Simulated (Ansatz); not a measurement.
Crystal: Al2Pt.

```
CELL_PARAMETERS angstrom
0.00000 2.95500 2.95500
2.95500 0.00000 2.95500
2.95500 2.95500 0.00000
ATOMIC_POSITIONS crystal
Pt 0.00000 0.00000 0.00000
Al 0.75000 0.75000 0.75000
Al 0.25000 0.25000 0.25000
```

Program: Ansatz 0.2.0. Alike in all runs: potentials or basis all-electron LAPW, scalar-relativistic; no spin polarisation; cell as given; k mesh 8 × 8 × 8; smearing fermi-dirac 0.05 eV.

Question: Order these runs on this cell by their pressure, lowest first.
A. level PBEsol; cutoff (eV) 236; basis error allowed 0.002 eV/atom
B. level LDA; cutoff (eV) 236; basis error allowed 0.002 eV/atom
C. level PBE; cutoff (eV) 257; basis error allowed 0.001 eV/atom

Answer: B (-3.9 GPa), A (-0.9 GPa), C (2.5 GPa).

Not every run made on this cell is shown here.
